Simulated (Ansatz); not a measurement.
## KCl: modes and screening against the lattice constant

All numbers below come from Ansatz, DFT LDA, scalar-relativistic, plane waves, PAW. Cutoff 420 eV, 6×6×6 k-points (Γ-centred), fixed occupations. No spin polarisation. Phonons by linear response, acoustic sum rule imposed.

The cell is fixed (symmetry leaves no force on the atoms) and stands under -0.8 GPa:
```yaml
crystal:
  lattice:
    - [0.00000, 3.45730, 3.45730]
    - [3.45730, 0.00000, 3.45730]
    - [3.45730, 3.45730, 0.00000]
  atoms:
    - { symbol: K, position: [0.00000, 0.00000, 0.00000] }
    - { symbol: Cl, position: [0.25000, 0.25000, 0.25000] }
```

The cell is the ideal cubic zincblende prototype; this isn't the usual structure of the compound.

Problem. How do the optical zone-centre modes (counted from the lowest optical one, degenerate ones once; i marks imaginary ones; without the LO field) and the screening change over a = 6.434, 6.915 and 7.068 Å?

Solution.
```tsv
a (Å)	6.434	6.915	7.068
pressure (GPa)	3.4	-0.8	-1.4
gap on the mesh (eV)	4.87	4.53	4.43
ε∞	2.19	1.99	1.94
ε0	3.0	3.5	3.8
mode 1 (cm⁻¹)	227	152	131
```

Cost: 3 runs of about 8.3 core-minutes in all, on Intel Xeon Processor @ 2.50GHz (Skylake/Cascade Lake) (shared hosts).